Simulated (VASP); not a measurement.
## ZnS: single point with PBE

**Measured values to compare with.**

A printed reference work, monograph reports, for a bulk crystal of ZnS at 4 K: band gap 3.911 eV (direct).

Crystal: ZnS.

```
Zn S
1.0
     4.04062    0.00000    0.00000
    -2.02031    3.49928    0.00000
     0.00000    0.00000   11.71376
Zn S
4 4
Direct
  0.00000 0.00000 0.00005
  0.00000 0.00000 0.50005
  0.33333 0.66667 0.25002
  0.66667 0.33333 0.75002
  0.00000 0.00000 0.18729
  0.00000 0.00000 0.68729
  0.33333 0.66667 0.43764
  0.66667 0.33333 0.93764
```

* Program: VASP 6.6.1
* Task: single point
* Functional: PBE
* Potentials or basis: VASP PAW PBE potentials, release 64 (Zn, S)
* Cutoff: 520 eV
* k mesh: 9 × 9 × 4
* Occupations: gaussian, width 0.05 eV
* Spin: no spin polarisation

```
Pressure               : 0.3 GPa
Largest force          : 1.037 eV/Å
Band gap on the k mesh : 1.80 eV
```

Forces in eV/Å, atoms in the order of the input:
```
Zn   0.000  0.000 -1.037
Zn   0.000  0.000 -1.037
Zn   0.000  0.000 -1.005
Zn   0.000  0.000 -1.005
S    0.000  0.000  1.005
S    0.000  0.000  1.005
S    0.000  0.000  1.036
S    0.000  0.000  1.036
```

Stress tensor (GPa, compression positive):
```
-5.38  0.00  0.00
 0.00 -5.38  0.00
 0.00  0.00 11.53
```

Levels at points of the mesh, in eV from the valence-band top:
| k point | band 32 | band 33 | band 34 | band 35 | band 36 | band 37 | band 38 | band 39 | band 40 | band 41 |
| --- | --- | --- | --- | --- | --- | --- | --- | --- | --- | --- |
| (0.00, 0.00, 0.00) | -0.77 | -0.77 | -0.16 | -0.16 | 0.00 | 1.80 | 2.33 | 2.76 | 3.17 | 5.79 |
| (0.00, 0.00, 0.50) | -1.01 | -0.35 | -0.35 | -0.35 | -0.35 | 2.49 | 2.49 | 2.67 | 2.67 | 6.00 |

Wall time 7.1 min on 1 thread of AMD EPYC 7R32 (Zen 2) (shared host), peak memory 0.36 GiB.

Against the measured gap of ZnS, 3.911 eV (direct; 4 K; a printed reference work, monograph), the calculated 1.80 eV is off by -2.11 eV. So large a miss can be the level of theory's own, or it may mean another phase, state or a wrong row. The value is that of PBE on a finite k mesh, which can miss the band edges, without temperature or zero-point motion. Semilocal functionals fall short of measured gaps as a rule.

Caveat: the stress differs along the axes, from -5 to 12 GPa; forces of over 1 eV/Å act on the atoms, so gaps and moduli don't describe the material at rest.
